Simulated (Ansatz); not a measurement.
# NiO (Fm-3m): a single-point run

Aim: a sound single-point run of NiO (Fm-3m). The structure is shown as the input types it.

Method: DFT PBE+U, scalar-relativistic, plane waves, PAW, in Ansatz 0.2.0.

2 further runs of the same task are left out: 1 that didn't finish, 1 set aside as unsound or not needed.

## (1) The system as given

Symmetry: Fm-3m, No. 225, cubic system. Conventional cell: a = 4.251 Å, b = 4.251 Å, c = 4.251 Å, α = 90.00°, β = 90.00°, γ = 90.00°. Around Ni (site symmetry m-3m) lie 6 O at 2.13 Å. O (site symmetry m-3m) is surrounded by 6 Ni at 2.13 Å.

As a file:

```cif
data_structure
_symmetry_space_group_name_H-M 'P 1'
_symmetry_Int_Tables_number 1
_cell_length_a 3.0069
_cell_length_b 3.0069
_cell_length_c 6.0095
_cell_angle_alpha 59.977
_cell_angle_beta 59.977
_cell_angle_gamma 60.000
_cell_volume 38.41
loop_
_atom_site_label
_atom_site_type_symbol
_atom_site_fract_x
_atom_site_fract_y
_atom_site_fract_z
_atom_site_occupancy
Ni1 Ni 0.00000 0.00000 0.00000 1
O1 O 0.50000 0.50000 0.25000 1
Ni2 Ni 0.00000 0.00000 0.50000 1
O2 O 0.50000 0.50000 0.75000 1
```

## (2) The run

Input file input.yaml:

```yaml
crystal:
  lattice:
    - [0.0, 2.1261674825, 2.1261674825]
    - [2.1261674825, 0.0, 2.1261674825]
    - [4.2493462858, 4.2493462858, 0.0029886792]
  atoms:
    - { symbol: Ni, position: [0.0, 0.0, 0.0], spin: 2.0 }
    - { symbol: O, position: [0.5000000045333, 0.5000000045333, 0.2499999932] }
    - { symbol: Ni, position: [0.0, 0.0, 0.5], spin: -2.0 }
    - { symbol: O, position: [0.4999999954667, 0.4999999954667, 0.7500000068] }
basis:
  ecutwfc: 420
  ecutrho_ratio: 4
kpoints:
  mp_grid: { grid: [10, 10, 5] }
hamiltonian:
  xc: pbe
  hubbard: { sites: [{ species: Ni, l: d, u_eff: 6.2 }] }
scf:
  occupations: { method: gaussian, width: 0.05 }
  mixing: { algorithm: anderson, beta: 0.005, ndim: 1 }
  max_iter: 75
output:
  forces: true
  stress: true
magnetization:
  spin_polarized: true
```

On the command line:

```sh
$ ansatz run input.yaml --threads 4 --pin off --max-ram 7168MiB --backend cpu --events-out ev --progress --plain --runs-dir out
```

What happens when this is run?

This run ends as converged, with warnings (spin hold released). That alone doesn't make the input a sound one.

Look at the input: scf.mixing.algorithm is anderson; scf.mixing.beta is 0.005; scf.mixing.ndim is 1. The risk: mixing too weak. The residual crept for many cycles and then fell at once, which so weak a step can't do by itself: the program changed its mixing. Several mixing settings were changed at once, so this run can't tell how much each is to blame.

To check: delete scf.mixing.algorithm, scf.mixing.beta and scf.mixing.ndim (the default then holds).
